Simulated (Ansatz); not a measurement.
TaN:

```xyz
2
Lattice="0.0000 2.1790 2.1790 2.1790 0.0000 2.1790 2.1790 2.1790 0.0000" Properties=species:S:1:pos:R:3 pbc="T T T"
Ta    2.1790    2.1790    2.1790
N     0.0000    0.0000    0.0000
```

- Program: Ansatz 0.2.0
- Task: single point
- Functional: PBE
- Potentials or basis: Ansatz PAW
- Cutoff: 420 eV (not typed: the program's choice for these potentials)
- k mesh: 10 × 10 × 10
- Occupations: fermi-dirac, width 0.05 eV
- Spin: no spin polarisation

On this cell: pressure 14.5 GPa; largest force zero by symmetry; band gap on the k mesh none (metal or under the smearing width).

The same run follows on a disturbed copy (atoms moved at random, drawn with an rms of 0.05 Å):

```
Ta N
1.0
     0.00000    2.17900    2.17900
     2.17900    0.00000    2.17900
     2.17900    2.17900    0.00000
Ta N
1 1
Direct
  0.47837 0.51204 0.51968
  0.01383 0.00170 0.99928
```

Problem. What does the disturbed cell give?

Solution. The energy (extrapolated to zero smearing) moves by +19.7 meV/atom; pressure 16.0 GPa; largest force 0.887 eV/Å; band gap on the k mesh none (metal or under the smearing width).

Forces in eV/Å, atoms in the order of the input:
```
Ta  -0.641  0.313  0.527
N    0.641 -0.313 -0.527
```

Stress tensor (GPa, compression positive):
```
16.72  0.23  0.38
 0.23 15.19 -0.16
 0.38 -0.16 16.06
```
